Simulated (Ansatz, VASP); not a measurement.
# CdSe (Cadmoselite): VASP beside Ansatz, part 2 of 2

One calculation is typed for both programs; each brings its own data sets and cutoff. How far apart do they land? The cell is taken from a series of VASP runs on this material, whose earlier steps may have relaxed, scaled or displaced it; both programs get it as it stands.

VASP 6.6.1 and Ansatz 0.2.0.

So far. Step 2 (VASP: band structure, HSE06): The k-mesh is coarse for exact exchange; levels may shift by about 0.1 eV on a finer one. Spin-orbit coupling is off here; it would split degenerate levels, and it lifts a valence top of Se p states by about 0.1 eV.

**3. Ansatz: band structure, HSE06**

Level of this step: Ansatz beside VASP: Kohn-Sham DFT, plane waves, HSE06 (Ansatz).

Ansatz runs on its default PAW (the set named soft_2) files.

The same cell, functional, mesh and smearing now go to Ansatz, which takes its cutoff from its data sets.

Input file input.yaml:

```yaml
crystal:
  lattice:
    - [4.3360081494, 0.0, 0.0]
    - [-2.1680040747, 3.7550932084, 0.0]
    - [0.0, 0.0, 7.0960939201]
  atoms:
    - { symbol: Cd, position: [0.3333333333, 0.6666666667, 0.0009583298] }
    - { symbol: Cd, position: [0.6666666667, 0.3333333333, 0.5009583298] }
    - { symbol: Se, position: [0.3333333333, 0.6666666667, 0.3758316702] }
    - { symbol: Se, position: [0.6666666667, 0.3333333333, 0.8758316702] }
hamiltonian:
  xc: { exchange: pbe, correlation: pbe, exx: { coeff: 0.25, omega: 0.2 } }
  pseudopotentials: { kind: paw }
kpoints:
  mp_grid: { grid: [4, 4, 2] }
  band_path:
    path:
      - [0.0, 0.0, 0.0]
      - [0.4, 0.0, 0.0]
      - [0.4, 0.2, 0.0]
      - [0.2, 0.2, 0.0]
      - [0.0, 0.0, 0.1]
      - [0.0, 0.0, 0.5]
      - [0.4, 0.0, 0.5]
      - [0.4, 0.2, 0.5]
      - [0.2, 0.2, 0.5]
      - [0.5, 0.0, 0.4]
      - [0.33333, 0.33333, 0.0]
      - [0.33333, 0.33333, 0.5]
    npoints: 1
scf:
  occupations: { method: gaussian, width: 0.05 }
  n_extra_bands: 8
output:
  forces: true
  stress: true
  eigenvalues: true
```

Launch:

```sh
$ ansatz run input.yaml --threads 4 --pin off --max-ram 9216MiB --backend cpu --events-out ev --progress --plain --runs-dir out
```

Numbers of over 12 decimals in the logs are rounded to 6 here.

What it wrote:

```text
Warning: output.stress: scf.convergence.dr2_threshold = 1e-7 eV (the SCF's general default) is looser than the 4e-10 eV advised for a printed stress (1e-10 eV for each atom of the cell: 4). What an SCF threshold leaves in a stress goes as its square root, and in the free energy as the threshold itself, and one threshold admits the most on a small cell: [figures from the program's tests cut] Set scf.convergence.dr2_threshold to 4e-10 eV or tighter. The threshold is an SCF's pass mark: one that does not reach it within its budget of iterations ends unconverged, or closes short of it on a stop that the run arms, and scf.convergence.dr2_threshold's page says what that costs each kind of run
Warning: output.stress: scf.exx.energy_threshold = 1e-6 eV is looser than the 4e-8 eV advised for a stress under a hybrid functional (1e-8 eV for each atom of the cell: 4). Every SCF of the exchange loop can meet its threshold on dr2 while the loop round them stops early: no threshold on dr2 bounds what that leaves in the stress. Set scf.exx.energy_threshold to 4e-8 eV or tighter. The threshold is the loop's pass mark: a loop that does not reach it within its budget of cycles ends unconverged, and scf.exx.energy_threshold's page has the law
scf.n_extra_bands = 8 over 36 filled bands (N_el = 72.0): the run solves 44 bands
Engine: ansatz 0.2.0, aarch64-unknown-linux-gnu
Pseudopotentials: kind: paw
Pseudopotential: Cd, paw, valence charge 20, recommended cutoff 420 eV (normal), Cd.paw.azcp
Pseudopotential: Se, paw, valence charge 16, recommended cutoff 420 eV (normal), Se.paw.azcp
Functional definition: unnamed
  parameter a_1 = 0.25
  parameter omega_1 = 0.2/angstrom
  exchange = pbe_x + (-a_1)*pbe_x_sr(omega_1) + a_1*exact_x_sr(omega_1)
  correlation = pbe_c
Crystal: 4 atoms, lattice volume = 115.539 Å³
Basis set: ecut = 420 eV, 2273 PW (Γ), exchange–correlation on 60×60×96 points (8 copies of the dense FFT grid, shifted against one another)
Bands: 44, of which v1, the nominal top of the filled ones, is band 36 counted from 1 (35 counted from 0)
Symmetry: 12 space group operations
Space group: P63mc (ITA 186), of the structure as read, at distance tolerance 4.9e-5 Å
k-points: 8 of 32
Non-local potential: Cd, projectors of the file, l = 0: 3, l = 1: 2, l = 2: 2, l = 3: 1
Non-local potential: Se, projectors of the file, l = 0: 2, l = 1: 2, l = 2: 3, l = 3: 1
PAW form: soft (Blöchl's): semilocal exchange-correlation on the pseudo side does not see the compensation charge
PAW frozen core: Cd, regenerated for the run's functional, and the local potential with it (the file was generated under x = pbe(κ = 0.804, μ = 0.219515), c = pbe(β = 0.066725))
PAW frozen core: Se, regenerated for the run's functional, and the local potential with it (the file was generated under x = pbe(κ = 0.804, μ = 0.219515), c = pbe(β = 0.066725))
PAW one-centre angular grid: Cd, 590 points (default); XC on 64 Gauss nodes
PAW one-centre angular grid: Se, 590 points (default); XC on 64 Gauss nodes
Initial density: superposition of atomic densities (neutral atoms: chi_scale 0, normalization atom), corrected by the library's trained network
Initial wavefunctions: pseudopotential atomic-orbital guess
Functional: x = pbe(κ = 0.804, μ = 0.219515), c = pbe(β = 0.066725), warm-up for x = pbe(κ = 0.804, μ = 0.219515) + 0.25 (exact − pbe) at short range (hse, ω = 0.2 Å⁻¹), c = pbe(β = 0.066725)
SCF iter   1: F=—  HF=-27449.520281 eV  |F-HF|=—  |Δ(HF+E_count)|=         —  Δρ=1.05e-3  dr2=1.41e-3  ethr=1.77e-3  ⟨swp⟩=7.9  Hψ=1445  notcnv=0
preconditioner: auto → none  [insulator: Δε(μ)=0.585 eV  Ē_g=12.007 eV  σ=0.050 eV  W_gap=1.00  n_scr=34 (ndim 8)  ℏωp=20.7 eV  f_vac=0.210  D(μ)=0.00/eV (n_scr^D=0)]
iter 2 solved again at ethr=5.96e-8 eV; its pass at ethr=1.96e-6 eV (dr2=4.29e-5 eV) is discarded
SCF iter   2: F=—  HF=-27449.520215 eV  |F-HF|=—  |Δ(HF+E_count)|=   6.63e-5  Δρ=2.20e-4  dr2=4.32e-5  ethr=5.96e-8  ⟨swp⟩=2.2  Hψ=1722  notcnv=0  defer=1
SCF iter   3: F=-27449.520316 eV  HF=-27449.520276 eV  |F-HF|=4.01e-5  |Δ(HF+E_count)|=   6.14e-5  Δρ=1.06e-4  dr2=8.34e-6  ethr=5.96e-8  ⟨swp⟩=3.0  Hψ=785  notcnv=0
SCF 1 stopped early in 3 iterations: F = -27449.520316 eV  dr2 = 8.34e-6
  greatest PAW one-centre occupation: 1.000 electrons in one spin orbital (limit 2), on the Cd atom at site 1 (counted from 0), in its partial waves of l = 0
Initial density: handed on by an earlier stage of this run
Initial wavefunctions: those handed on with the density
Functional: x = pbe(κ = 0.804, μ = 0.219515) + 0.25 (exact − pbe) at short range (hse, ω = 0.2 Å⁻¹), c = pbe(β = 0.066725)
Exchange kernel: α = 0.2500, screened, ω = 0.2000 Å⁻¹, Wigner–Seitz truncation, v(0) = 1109.7593 eV·Å³, q-mesh 4×4×2, nearest image of the exchange supercell L = 14.19 Å, pair-density grid 20×20×32, without the augmentation charges, whose exchange is taken in its separable form by FFT convolution over the k-point mesh (sized by the pseudopotential files, 27×27×48 at the most), smooth part of the exact exchange by density-matrix convolution
Frozen-core exchange: fock
SCF iter   1: F=—  HF=-27460.246328 eV  |F-HF|=—  |Δ(HF+E_count)|=         —  Δρ=6.18e-3  dr2=3.57e-2  ethr=1.16e-7  ⟨swp⟩=7.5  Hψ=1756  notcnv=0
preconditioner: auto → none  [insulator: Δε(μ)=1.517 eV  Ē_g=13.974 eV  σ=0.050 eV  W_gap=1.00  n_scr=34 (ndim 8)  ℏωp=20.7 eV  f_vac=0.210  D(μ)=0.00/eV (n_scr^D=0)]
SCF iter   2: F=—  HF=-27460.229102 eV  |F-HF|=—  |Δ(HF+E_count)|=   1.72e-2  Δρ=2.36e-3  dr2=3.84e-3  ethr=1.16e-7  ⟨swp⟩=4.1  Hψ=1252  notcnv=0
SCF iter   3: F=—  HF=-27460.246252 eV  |F-HF|=—  |Δ(HF+E_count)|=   1.71e-2  Δρ=1.56e-3  dr2=1.65e-3  ethr=1.16e-7  ⟨swp⟩=4.0  Hψ=1251  notcnv=0
SCF iter   4: F=—  HF=-27460.245984 eV  |F-HF|=—  |Δ(HF+E_count)|=   2.67e-4  Δρ=5.11e-4  dr2=2.01e-4  ethr=1.16e-7  ⟨swp⟩=4.0  Hψ=1011  notcnv=0
SCF iter   5: F=—  HF=-27460.245977 eV  |F-HF|=—  |Δ(HF+E_count)|=   7.04e-6  Δρ=1.46e-5  dr2=4.11e-5  ethr=1.16e-7  ⟨swp⟩=2.0  Hψ=640  notcnv=0
SCF iter   6: F=—  HF=-27460.246281 eV  |F-HF|=—  |Δ(HF+E_count)|=   3.04e-4  Δρ=1.42e-4  dr2=2.14e-5  ethr=2.95e-10  ⟨swp⟩=5.1  Hψ=1449  notcnv=0  defer=1
SCF iter   7: F=-27460.246275 eV  HF=-27460.246274 eV  |F-HF|=8.60e-7  |Δ(HF+E_count)|=   7.35e-6  Δρ=1.29e-5  dr2=1.08e-6  ethr=2.95e-10  ⟨swp⟩=4.5  Hψ=1112  notcnv=0
SCF 2 stopped early in 7 iterations: F = -27460.246275 eV  dr2 = 1.08e-6
  Residual-converged pass: ⟨swp⟩=2.0  Hψ=631  notcnv=0  max |occ|·‖R‖ = 5.3e-6 eV (tolerance 6.7e-6 eV)  dr2=1.08e-6  dr2_onsite=3.07e-8  max |Δocc| = 7.3e-115
  greatest PAW one-centre occupation: 1.001 electrons in one spin orbital (limit 2), on the Cd atom at site 0 (counted from 0), in its partial waves of l = 1
hybrid outer 1: dexx = +2.027e-2 eV, tail = 1.26e-4 eV
Exchange kernel: α = 0.2500, screened, ω = 0.2000 Å⁻¹, Wigner–Seitz truncation, v(0) = 1109.7593 eV·Å³, q-mesh 4×4×2, nearest image of the exchange supercell L = 14.19 Å, pair-density grid 20×20×32, without the augmentation charges, whose exchange is taken in its separable form by FFT convolution over the k-point mesh (sized by the pseudopotential files, 27×27×48 at the most), smooth part of the exact exchange by density-matrix convolution
Frozen-core exchange: fock
SCF iter   1: F=—  HF=-27460.246745 eV  |F-HF|=—  |Δ(HF+E_count)|=         —  Δρ=5.07e-5  dr2=1.09e-6  ethr=8.77e-7  ⟨swp⟩=4.0  Hψ=750  notcnv=0
preconditioner: auto → none  [insulator: Δε(μ)=1.566 eV  Ē_g=13.919 eV  σ=0.050 eV  W_gap=1.00  n_scr=34 (ndim 8)  ℏωp=20.7 eV  f_vac=0.213  D(μ)=0.00/eV (n_scr^D=0)]
SCF iter   2: F=—  HF=-27460.246746 eV  |F-HF|=—  |Δ(HF+E_count)|=   1.04e-6  Δρ=1.56e-5  dr2=1.44e-7  ethr=1.39e-9  ⟨swp⟩=4.0  Hψ=1132  notcnv=0
SCF iter   3: F=—  HF=-27460.246747 eV  |F-HF|=—  |Δ(HF+E_count)|=   5.06e-7  Δρ=7.35e-6  dr2=7.91e-8  ethr=9.23e-11  ⟨swp⟩=4.1  Hψ=1103  notcnv=0
SCF iter   4: F=—  HF=-27460.246747 eV  |F-HF|=—  |Δ(HF+E_count)|=   3.32e-8  Δρ=3.91e-6  dr2=1.04e-8  ethr=9.23e-11  ⟨swp⟩=4.0  Hψ=900  notcnv=0
SCF iter   5: F=-27460.246747 eV  HF=-27460.246747 eV  |F-HF|=7.82e-10  |Δ(HF+E_count)|=   1.05e-8  Δρ=8.36e-7  dr2=7.95e-10  ethr=1.41e-11  ⟨swp⟩=4.0  Hψ=924  notcnv=0
SCF 3 converged in 5 iterations: F = -27460.246747 eV  dr2 = 7.95e-10
  Residual-converged pass: ⟨swp⟩=2.0  Hψ=594  notcnv=0  max |occ|·‖R‖ = 4.5e-7 eV (tolerance 6.3e-7 eV)  dr2=7.95e-10  dr2_onsite=3.45e-10  max |Δocc| = 1.2e-115
  greatest PAW one-centre occupation: 1.001 electrons in one spin orbital (limit 2), on the Cd atom at site 1 (counted from 0), in its partial waves of l = 1
hybrid outer 2: dexx = +8.660e-7 eV, tail = 6.05e-8 eV, Δε = 2.77e-3 eV (about 9.51e-5 eV left of the loop's levels), ΔF = 1.21e-3 eV/Å (tail 5.90e-4)
NSCF: frozen V_eff on 12 k-points
hybrid SCF converged: 2 outer / 12 inner (+3 warm-up), last move |dexx| = 8.66e-7 eV, tail = 6.05e-8 eV
Stability not checked: this state was not tested for a lower state beside it, because the functional holds exact exchange (a hybrid, or Hartree-Fock), whose exchange loop this test does not read (fock_operator; see scf.lower_state_search)
Free energy (F): -27460.246747 eV
Frozen-core exchange: fock
Harris-Foulkes:  -27460.246747 eV  (|F-HF|=7.82e-10)
Internal energy: -27460.246747 eV  (E = F + TS)
E sigma→0 (E₀):  -27460.246747 eV
Fermi energy:    7.310703 eV
--- Per-component energies (eV) ---
  E_band       = -2012.957539
  E_kinetic    = 1247.421095
  E_local      = -12907.334664  (includes V_loc(G=0)·N_el)
  E_nonlocal   = -1123.986479
  E_hartree    = 6137.610893
  E_xc         = -448.449363
  E_vxc        = -507.063682  (∫ρ·V_xc dr)
  E_exx        = -314.307218  (= α·E_x^exact, valence–valence)
  E_paw        = -11797.513684  (= ΣΔE_a)
  E_vpaw       = -368.601834  (= ΣTr[D̂ρ^β])
  E_aug_tail   = -0.001212  (compensation charges beyond the density's cutoff)
  E_ewald      = -8250.339689
  E_core_change = -3.346427  (= ΣΔE_core)
  E_smearing   = -0.000000  (= −TS)
  E_closure    = 0.000000  (closes the sum)
  Σ components = -27460.246747   (vs F -27460.246747, Δ=0.00e0)
--- Forces (eV/Å), atoms counted from 1 ---
  atom   1  Cd     0.00000000     0.00000000     0.00216383
  atom   2  Cd     0.00000000    -0.00000000     0.00216383
  atom   3  Se     0.00000000     0.00000000    -0.00220279
  atom   4  Se    -0.00000000    -0.00000000    -0.00220279
  max |Σ_I F_I| component: 7.79e-5 eV/Å
--- Stress (GPa, compression-positive) ---
        0.381393       0.000000       0.000000
        0.000000       0.381393      -0.000000
        0.000000      -0.000000       0.016428
  P = ⅓ Tr σ = 0.2597 GPa (2.597 kbar)
--- Band table (eV; the first three rows and the last of 8) ---
  k-point 0: bands = [... 32 lower, 5.7464, 6.4714, 6.5269, 6.5269, 8.0934, 9.7160, 13.4439, 13.4439, ... 4 higher]
  k-point 1: bands = [... 32 lower, 6.1196, 6.1196, 6.1196, 6.1196, 9.8429, 9.8429, 13.3573, 13.3573, ... 4 higher]
  k-point 2: bands = [... 32 lower, 4.3824, 5.1381, 6.0020, 6.1342, 10.0113, 11.0057, 12.6611, 13.4415, ... 4 higher]
  k-point 7: bands = [... 32 lower, 4.4375, 4.4375, 5.2945, 5.2945, 11.1979, 11.1979, 13.0541, 13.0541, ... 4 higher]
```

The job ended after 53 s (4 threads of Arm Neoverse V1, shared host; peak memory 1.2 GiB).

**4. Differences**

Known differences besides the potentials themselves: exact exchange at q = 0 is treated differently, which shows on coarse meshes; VASP keeps PBE cores, Ansatz makes them for the functional; the data sets hold 72 valence electrons in Ansatz (default PAW (the set named soft_2) files) and 36 in VASP; the cutoff is 420 eV in Ansatz and 400 eV in VASP; VASP takes a coarser grid for exact exchange (PRECFOCK = Fast). Total energies have different zeros and are not compared.

The two programs side by side:

| quantity | Ansatz | VASP | difference |
| --- | --- | --- | --- |
| gap over the path points (eV) | 1.567 | 1.567 | 0.000 |

Levels at points of the path, from each program's valence-band top (eV; 4 filled, then empty):

| k (reciprocal lattice) | Ansatz | VASP |
| --- | --- | --- |
| 0.000 0.000 0.000 | -0.78 -0.06 0.00 0.00 1.57 3.19 6.92 | -0.78 -0.06 0.00 0.00 1.57 3.19 6.92 |
| 0.400 0.000 0.000 | -2.80 -1.80 -1.14 -0.70 4.10 4.34 5.79 | -2.80 -1.80 -1.14 -0.70 4.11 4.34 5.80 |
| 0.400 0.200 0.000 | -2.82 -2.24 -1.56 -1.43 5.12 5.35 5.55 | -2.82 -2.24 -1.56 -1.43 5.13 5.36 5.56 |
| 0.200 0.200 0.000 | -2.66 -2.07 -0.98 -0.89 4.43 5.48 5.95 | -2.66 -2.07 -0.98 -0.89 4.43 5.49 5.96 |
| 0.000 0.000 0.100 | -0.76 -0.31 -0.02 -0.02 1.81 3.21 6.93 | -0.76 -0.31 -0.02 -0.02 1.81 3.21 6.93 |
| 0.000 0.000 0.500 | -0.41 -0.41 -0.41 -0.41 3.32 3.32 6.83 | -0.41 -0.41 -0.41 -0.41 3.32 3.32 6.86 |
| 0.400 0.000 0.500 | -1.43 -1.43 -1.29 -1.29 3.97 3.97 5.90 | -1.43 -1.43 -1.29 -1.29 3.98 3.98 5.91 |
| 0.400 0.200 0.500 | -2.18 -2.18 -1.20 -1.20 4.52 4.52 6.46 | -2.18 -2.18 -1.19 -1.19 4.53 4.53 6.47 |
| 0.200 0.200 0.500 | -1.65 -1.65 -1.30 -1.30 4.69 4.69 6.20 | -1.65 -1.65 -1.30 -1.30 4.70 4.70 6.20 |
| 0.500 0.000 0.400 | -1.70 -1.54 -1.20 -1.20 3.67 4.12 5.77 | -1.70 -1.54 -1.20 -1.20 3.67 4.12 5.77 |

Among the levels compared at these points, filled levels agree within 2 meV and empty ones within 25 meV.

**5. Results**

| Quantity | Value |
| --- | --- |
| difference in gap over the path points (band structure, HSE06) | -3.0e-4 eV |

**Reading.** The difference in gap over the path points is -3.0e-4 eV (band structure, HSE06), within the 0.08 eV picked in this series as the mark of a large difference. Such differences can come from data sets, numerical settings and the points named under the comparisons, not from the functional's error against experiment.

[Lines on the potential files, build, host, timing and source positions are cut from VASP's logs without a mark.]

[Logs are printed without paths, hosts, clocks, repeated set-up lines and the standing remarks that a program may print on its own settings, such as how far it seeks lower states.]

[Hosts, paths, dates, database ids (printed as entryN), source tags and the programs' standing remarks are cut or masked in the printed files.]
